**BaTiO₃: when volume is not the only variable**

Volume alone does not fix the band gap in this series. Two cells of almost equal volume differ in gap by 0.06 eV, a third of the whole change from the smallest cell to the largest, while their formation energies agree to about a thousandth of an electronvolt per atom. The approximation that fails is to take unrelaxed cells as one crystal that is merely squeezed or stretched. The energy hides this failure and the gap reveals it.

Single-point calculations with Ansatz 0.2.0 on unrelaxed cells of BaTiO₃ (space group R3m), using r2SCAN, plane waves and generated PAW datasets, scalar-relativistic and without spin polarisation. The plane-wave cutoff is 500 eV, the k-meshes include the zone centre, and pressure is positive in compression.

```tsv
cell	volume (Å³/atom)	shortest distance at Ba (Å)	pressure (GPa)	band gap on the mesh (0: none) (eV)	k-mesh	largest force (eV/Å)	formation energy (eV/atom)
1	12.48	2.759	7.6	2.88	6x6x6	0.39	-3.400
2	12.60	2.770	5.5	2.83	6x6x6	0.24	-3.405
3	12.70	2.776	4.1	2.85	6x6x6	0.23	-3.408
4	12.72	2.775	3.5	2.84	7x7x7	0.14	-3.409
5	12.73	2.778	3.6	2.90	7x7x7	0.20	-3.409
6	12.86	2.788	1.7	2.79	6x6x6	0.10	-3.411
7	13.05	2.785	-1.2	2.71	6x6x6	0.19	-3.411
```

**The symptom.** From cell 1 to cell 7 the volume grows by about 5 % and the gap falls by 0.17 eV. The direction makes sense for an ionic oxide. The electric potential of the ions holds the filled oxygen levels low and the empty titanium levels high, and this separation weakens as the ions move apart. Yet the gap rises at two of the six steps, from cell 2 to cell 3 and from cell 4 to cell 5.

The second rise is the telling one. The volume changes by only 0.01 Å³/atom, for which the average slope of the series would give a fall of about 0.003 eV. The gap rises by 0.06 eV instead, twenty times as much and with the opposite sign. Something other than volume has changed.

**What has changed.** The forces show it. The force on titanium is 0.07 eV/Å in cell 4 and 0.20 eV/Å in cell 5. Two copies of one crystal at nearly the same volume would have nearly the same forces, so these two differ in their internal positions or their shape.

The last pair of cells shows the same thing by plain geometry. From cell 6 to cell 7 the volume grows, but the shortest distance at Ba shrinks by 0.003 Å. In a uniformly stretched crystal every distance grows. The fall of the gap over the series is therefore not a pure volume effect either, and its slope should not be read as a material constant.

**Why the gap is so sensitive.** In rhombohedral BaTiO₃ the titanium ion sits off the centre of its oxygen cage. In cells 2 and 6 the offset between titanium and the oxygens is nearly 0.2 Å. This matters because of symmetry. With titanium at the centre, the empty Ti 3d levels at the bottom of the conduction band and the filled O 2p levels of the same wave vector have opposite parity and cannot mix. Off-centring removes that ban, and the mixing pushes the empty levels up and widens the gap.

In a crystal that is already off-centre, a little more displacement changes the gap in direct proportion. Theory thus leads us to expect a wider gap wherever titanium sits further out at the same volume. That titanium sits further out in cell 5 than in cell 4 is a plausible reading of the wider gap and larger force, but an untested one.

**Why the energy does not notice.** For a small shift the energy changes by about force times displacement, and near the resting positions the force is small. The gap has no minimum there, so it responds in full. With a force of 0.2 eV/Å and an assumed shift of 0.01 Å, the energy changes by 0.002 eV for a formula unit of five atoms, or less than 0.001 eV per atom. The formation energies of all seven cells lie within 11 meV/atom and run smoothly with volume. A smooth energy curve is therefore no evidence that the cells are copies of one another.

The positions are also not those that the calculation itself would choose. The cells are database structures, scaled in volume but not relaxed, and they were snapped to exact symmetry before the runs, which may have shifted atoms slightly. In cell 2 titanium is pushed back towards the centre of its oxygens with 0.2 eV/Å, and in the roomier cell 6 with only 0.05 eV/Å. This fits the well-known weakening of the polar distortion under compression: the smaller cell holds titanium further out than it would like to sit.

**Could the k-mesh be to blame instead?** Cells 4 and 5 were computed on a mesh with an odd number of points, which steps over the corner of the Brillouin zone. The highest filled level lies at or near that corner, so the printed gap is too large. For cell 5 the levels are also known along a path that includes the corner. Measured from the Fermi level, the top filled level lies at -1.757 eV at the zone centre, at -1.452 eV at the mesh point nearest the corner and at -1.389 eV at the corner itself. The mesh sees only 83 % of the rise and hides about 0.06 eV. With the corner included, the gap of cell 5 is 2.84 eV, not 2.90 eV.

A simple band shape would have made the error look much smaller. Let $x$ run from 0 at the zone centre to $1/2$ at the corner, and let the top filled level rise by $D$ in between:

$$E(x)=E(0)+\frac{D}{2}\,\bigl(1-\cos 2\pi x\bigr).$$

At the nearest mesh point, $x=3/7$, such a band would have made 95 % of its rise. In cell 5 the mesh has seen a rise of 0.31 eV, so the part still hidden would be

$$0.31\ \text{eV}\times\frac{0.05}{0.95}\approx 0.016\ \text{eV}.$$

That is only a quarter of the true error: the real band does not follow a cosine and still climbs steeply close to the corner. In cell 4 the mesh has seen a rise of 0.28 eV. If the same share is hidden there as in cell 5, its gap is also about 0.06 eV too large, and the difference of 0.06 eV between the two cells survives. The correction does matter when they are compared with the others. Cell 5, which has the largest printed gap, comes down to the level of cell 3, clearly below cell 1. Cell 4 comes down to about 2.78 eV, the level of the roomier cell 6. Of the pair, it is then cell 4 that falls out of line with its neighbours, not cell 5. The smaller rise from cell 2 to cell 3 occurs on a mesh that includes the corner. The output below lists these differences and, as the mesh error, the cosine estimate, which is about four times too small for cell 5.

**A failure that the series cannot reveal.** All the gaps lie between 2.7 and 2.9 eV, whereas the measured gap is, roughly recalled, somewhat above 3 eV. Functionals of this kind generally place the empty levels of an oxide too close to the filled ones. The error is common to all seven cells, so no comparison among them can expose it; only an outside reference can. The calculation also keeps the nuclei still, so the shortfall is not a clean measure of the functional's error.

**Rule for use.** Before drawing a gap against volume, look for two cells of nearly equal volume and compare their gaps. If they differ by much more than the slope of the series allows, first compare the meshes, then the forces and distances. A large force is a warning, not a correction: cell 1 has about twice the largest force of cell 5, yet with the corner included its gap is only about 0.04 eV wider, which its smaller volume alone could explain. Where the positions differ, relax them at each volume before giving the slope a meaning.

Output of the analysis:

```
volume increase from cell 1 to cell 7 (percent): 4.567
gap change from cell 1 to cell 7 (eV): -0.17
mean gap change per volume, end to end (eV per Å³/atom): -0.2982
number of steps at which the gap rises with volume: 2
gap change from cell 2 to cell 3 (eV): 0.02
volume change from cell 4 to cell 5 (Å³/atom): 0.01
gap change from cell 4 to cell 5 (eV): 0.06
gap change expected from cell 4 to 5 by the end-to-end slope (eV): -0.002982
formation energy change from cell 4 to cell 5 (meV/atom): 0
pressure change from cell 4 to cell 5 (GPa): 0.1
volume change from cell 6 to cell 7 (Å³/atom): 0.19
change of shortest distance at Ba from cell 6 to cell 7 (Å): -0.003
formation energy range of all cells (meV/atom): 11
force on Ti in cell 2 (eV/Å): 0.2225
force on Ti in cell 4 (eV/Å): 0.07342
force on Ti in cell 5 (eV/Å): 0.1976
force on Ti in cell 6 (eV/Å): 0.04884
off-centring of Ti against O in cell 2 (Å): 0.178
off-centring of Ti against O in cell 6 (Å): 0.1861
smallest direct gap less gap in cell 4 (eV): 0.2815
smallest direct gap less gap in cell 5 (eV): 0.3084
estimated gap error of the odd mesh in cell 4 (eV, order of magnitude): 0.01466
estimated gap error of the odd mesh in cell 5 (eV, order of magnitude): 0.01607
```
